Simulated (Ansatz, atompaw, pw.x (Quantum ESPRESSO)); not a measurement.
**What a changed setting does to a pw.x run (bcc H)**

Potential: PAW, atompaw 4.2.0.5, PBE; core none, reference 1s1; waves: 1s (bound): rc 1.20 bohr; 1s channel at 1.95 Ry: rc 1.40 bohr; 2p channel at 0.15 Ry: rc 1.40 bohr; 2p channel at 0.7 Ry: rc 1.40 bohr; local part: bessel scheme, radius 1.30 bohr; core correction: none; augmentation: sinc compensation charge, radius 1.25 bohr; PAW radius 1.40 bohr; waves and projectors: custom rrkj vanderbiltortho.

The reference run (k-mesh 18³, cutoffs 40/400 Ry, Fermi–Dirac 0.01 Ry, mixing_beta 0.4, conv_thr 1e-9, no spin) gives -1.56 GPa at 3.033 Å³/atom, where all-electron LAPW gives -2.27 GPa. This run, with its own iteration cap, changes smearing to mv.

```
&control
  calculation='scf', prefix='x', pseudo_dir='./', outdir='./tmp', tstress=.true., disk_io='none'
/
&system
  ibrav=0, nat=1, ntyp=1, ecutwfc=40, ecutrho=400, nbnd=7,
  occupations='smearing', smearing='mv', degauss=0.01
/
&electrons
  conv_thr=1e-09, mixing_beta=0.4, electron_maxstep=50
/
ATOMIC_SPECIES
H 1.0 H.UPF
CELL_PARAMETERS angstrom
  -0.91187954 0.91187954 0.91187954
  0.91187954 -0.91187954 0.91187954
  0.91187954 0.91187954 -0.91187954
ATOMIC_POSITIONS crystal
H 0.0000 0.0000 0.0000
K_POINTS automatic
18 18 18 0 0 0
```

```bash
pw.x < H.scf.in > H.scf.out
```

**Question.** How does the run end?

**Answer.** It converges in 7 iterations; the free energy moves by +2.9 meV/atom and the pressure by -0.17 GPa. This scheme is built to cancel the term in the square of the width that Fermi–Dirac smearing leaves in the F of a metal.

```
Message from routine setup:
     using ibrav=0 with symmetry is DISCOURAGED, use correct ibrav instead
     lattice parameter (alat)  =       2.9847  a.u.
     unit-cell volume          =      20.4677 (a.u.)^3
     number of electrons       =         1.00
     number of Kohn-Sham states=            7
     kinetic-energy cutoff     =      40.0000  Ry
     charge density cutoff     =     400.0000  Ry
     scf convergence threshold =      1.0E-09
     Exchange-correlation= SLA PW PBX PBC
     number of k points=   195  Marzari-Vanderbilt smearing, width (Ry)=  0.0100
     iteration #  1     ecut=    40.00 Ry     beta= 0.40
     total energy              =      -1.07482307 Ry
     estimated scf accuracy    <       0.00000426 Ry
     iteration #  2     ecut=    40.00 Ry     beta= 0.40
     total energy              =      -1.07458843 Ry
     estimated scf accuracy    <       0.00000125 Ry
     iteration #  3     ecut=    40.00 Ry     beta= 0.40
     total energy              =      -1.07459569 Ry
     estimated scf accuracy    <       0.00000011 Ry
     iteration #  4     ecut=    40.00 Ry     beta= 0.40
     total energy              =      -1.07458427 Ry
     estimated scf accuracy    <       0.00000002 Ry
     iteration #  5     ecut=    40.00 Ry     beta= 0.40
     total energy              =      -1.07458442 Ry
     estimated scf accuracy    <          1.3E-09 Ry
     iteration #  6     ecut=    40.00 Ry     beta= 0.40
     total energy              =      -1.07458442 Ry
     estimated scf accuracy    <          3.7E-09 Ry
     iteration #  7     ecut=    40.00 Ry     beta= 0.40
     the Fermi energy is     3.6786 ev
!    total energy              =      -1.07458442 Ry
     estimated scf accuracy    <          1.2E-12 Ry
     smearing contrib. (-TS)   =      -0.00002457 Ry
     convergence has been achieved in   7 iterations
          total   stress  (Ry/bohr**3)                   (kbar)     P=      -17.30
     Message from routine punch:
     Nothing written, as per user request (disk_io='none')
```

The run took about 3.1 s on one core of a shared host (Intel(R) Xeon(R) Platinum 8559C, 192 threads, 1488 GiB, load 97).
